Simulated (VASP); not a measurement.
CsSnI3:

```
Cs I Sn
1.0
     6.20570    0.00000    0.00000
     0.00000    6.20570    0.00000
     0.00000    0.00000    6.20570
Cs I Sn
1 3 1
Cartesian
  0.0000 0.0000 0.0000
  3.1029 3.1029 0.0000
  3.1029 0.0000 3.1029
  0.0000 3.1029 3.1029
  3.1029 3.1029 3.1029
```

| Item | Value |
| --- | --- |
| Program | VASP 6.6.1 |
| Task | relaxation of cell and atoms |
| Functional | PBE |
| Potentials or basis | VASP PAW PBE potentials, release 54 (Cs_sv, I, Sn) |
| Cutoff | 600 eV |
| k mesh | 4 × 4 × 4 |
| Occupations | fermi-dirac, width 0.05 eV |
| Spin | no spin polarisation |

At the start: pressure 0.8 GPa; volume 47.80 Å³/atom.

Q: How do energy, volume and symmetry change on relaxing?

A: Over 3 steps the energy falls by 4.9 meV/atom and the volume is 49.99 Å³/atom (+4.6 %); space group Pm-3m (No. 221, to 0.05 Å).

The path:
```csv
step,energy change (eV),largest force (eV/Å),pressure (GPa),volume (Å³)
1,0.0000,0.0000,0.77,238.99
2,-0.0231,0.0000,0.18,246.98
3,-0.0247,0.0000,-0.01,249.96
```

Final structure:
```
Cs I Sn
1.0
     6.29923    0.00000    0.00000
     0.00000    6.29923    0.00000
     0.00000    0.00000    6.29923
Cs I Sn
1 3 1
Direct
  0.00000 0.00000 0.00000
  0.50000 0.50000 0.00000
  0.50000 0.00000 0.50000
  0.00000 0.50000 0.50000
  0.50000 0.50000 0.50000
```
